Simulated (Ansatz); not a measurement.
ZrH2:

```
CELL_PARAMETERS angstrom
0.00000 2.40923 2.40923
2.40923 0.00000 2.40923
2.40923 2.40923 0.00000
ATOMIC_POSITIONS crystal
Zr 0.00000 0.00000 0.00000
H 0.25000 0.25000 0.25000
H 0.75000 0.75000 0.75000
```

The cell is a database's computed one.

Program: Ansatz 0.2.0. Alike in all runs: task band structure; potentials or basis Ansatz PAW; no spin polarisation; cell as given; k mesh 10 × 10 × 10; cutoff (eV) 420; smearing fermi-dirac 0.05 eV.

Task: Order these runs on this cell by their pressure, lowest first.
A. level PBEsol+U; U Zr d U = 2 eV; hubbard projectors ortho-atomic (the default); double counting fll (the default)
B. level PBEsol
C. level PBEsol+U; U Zr d U = 8 eV; hubbard projectors ortho-atomic (the default); double counting fll (the default)
D. level PBEsol+U; U Zr d U = 5 eV; hubbard projectors ortho-atomic (the default); double counting fll (the default)

Result: B (-4.6 GPa), A (-3.1 GPa), D (0.1 GPa), C (4.8 GPa).

Caveats: the PAW data sets come from PBE, with cores solved anew for the run's functional, which leaves a small shift of forces and pressure; U without spin polarisation on a metal has little footing (some runs); the U is typed as a test and isn't derived for this compound (some runs).
